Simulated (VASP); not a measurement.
# FeSi2: phonons with r2SCAN

FeSi2:

```
Fe Si
1.0
     2.68400    0.00000    0.00000
     0.00000    2.68400    0.00000
     0.00000    0.00000    5.12800
Fe Si
1 2
Direct
  0.00000 0.00000 0.00000
  0.50000 0.50000 0.27000
  0.50000 0.50000 0.73000
```

| Quantity | Value |
| --- | --- |
| Program | VASP 6.6.1 |
| Task | phonons |
| Functional | r2SCAN |
| Potentials or basis | VASP PAW PBE potentials, release 64 (Fe, Si) |
| Cutoff | 600 eV |
| k mesh | 16 × 16 × 8 |
| Occupations | gaussian, width 0.1 eV |
| Spin | no spin polarisation |
| Further INCAR settings | ALGO = Normal; EDIFF = 1e-08; IBRION = 6; POTIM = 0.015; NSW = 1 |

```yaml
Relaxed_volume: 12.23 Å³/atom
Relaxed_cell: a = 2.680 Å, b = 2.680 Å, c = 5.107 Å, α = 90.00°, β = 90.00°, γ = 90.00°
Space_group_after_relaxing_to_0.05_Å: P4/mmm (No. 123)
Highest_phonon_frequency_at_Γ_LO-TO_splitting_left_out: 567 cm⁻¹
```

Step by step:
| step | energy change (eV) | largest force (eV/Å) | pressure (GPa) | volume (Å³) |
| --- | --- | --- | --- | --- |
| 1 | 0.0000 | 0.2214 | -1.19 | 36.94 |
| 2 | -0.0013 | 0.1012 | 1.31 | 36.45 |
| 3 | -0.0029 | 0.0433 | 0.22 | 36.66 |
| 4 | -0.0029 | 0.0344 | -0.26 | 36.73 |
| 5 | -0.0030 | 0.0010 | -0.06 | 36.70 |
| 6 | -0.0030 | 0.0006 | 0.01 | 36.68 |

Final structure:
```xyz
3
Lattice="2.6800 0.0000 0.0000 0.0000 2.6800 0.0000 0.0000 0.0000 5.1074" Properties=species:S:1:pos:R:3 pbc="T T T"
Fe    0.0000    0.0000    5.1074
Si    1.3400    1.3400    1.3865
Si    1.3400    1.3400    3.7209
```

Phonon frequencies in cm⁻¹ (negative: imaginary):
| q point | frequencies |
| --- | --- |
| (0.000, 0.000, 0.000) | 0 0 0 240 240 296 296 371 567 |

Run time: 57 min on 1 thread of Intel(R) Xeon(R) Platinum 8488C (Sapphire Rapids), on a shared host, peak memory 0.66 GiB.

Caveat: the PAW data sets were made with another functional, which shifts forces and pressure a little. Spin polarisation is off, so any magnetic state and its effect on volume and gap are missing.
